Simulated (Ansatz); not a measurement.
What a change of settings does to a run on Ag

The cell is COD entry 1509145, as deposited and not checked against the literature; nothing was relaxed. The listed cell was then made from it by scaling, straining or moving an atom.

First run: DFT, LDA, all-electron LAPW, scalar-relativistic (Ansatz 0.2.0).

Command: `ansatz run input.yaml --threads 1 --pin off --max-ram 2048MiB --backend cpu --events-out ev --progress --plain --runs-dir out` The run took 27 s on 1 thread of Intel(R) Xeon(R) Platinum 8488C (Sapphire Rapids), on a shared host, peak memory 0.62 GiB.

```yaml
crystal:
  lattice:
    - [2.8903986575, 0.0, 0.0]
    - [-1.4451993287, 2.5031586645, 0.0]
    - [0.0, 0.0, 4.7252623344]
  atoms:
    - { symbol: Ag, position: [0.3333333333, 0.6666666667, 0.25] }
    - { symbol: Ag, position: [0.6666666667, 0.3333333333, 0.75] }
kpoints:
  mp_grid: { grid: [14, 14, 8] }
scf:
  occupations: { method: fermi_dirac, width: 0.05 }
hamiltonian:
  xc: lda
  pseudopotentials: { kind: all_electron, lapw: { basis_error: 0.00025 } }
output:
  forces: true
  stress: true
  eigenvalues: true
```

Result: converged; pressure -7.18 GPa; no gap on the k mesh; 8 SCF iterations.

A second input differs as follows:

```diff
@@ -10,5 +10,7 @@
   mp_grid: { grid: [14, 14, 8] }
 scf:
-  occupations: { method: fermi_dirac, width: 0.05 }
+  occupations: { method: fermi_dirac, width: 0.3 }
+  n_extra_bands: 0
+  max_iter: 75
 hamiltonian:
   xc: lda
```

**Question.** What is wrong with it, and what does the program do?

**Answer.** The fault is too few bands. The run refused before any iteration. The log ends:
```
Error: inconsistent input (scf.n_extra_bands, scf.occupations.method): n_bands = 29 leaves no empty band above the 29 bands per channel that the deck's 58 electrons occupy, and the occupations search for the Fermi level (a smearing at a finite width, or tetrahedra): a level found among occupied bands alone can fill a metal as an insulator; raise scf.n_extra_bands until at least 30 bands are solved (omitted, it auto-derives to 37) (see scf.n_extra_bands in the input reference)
```
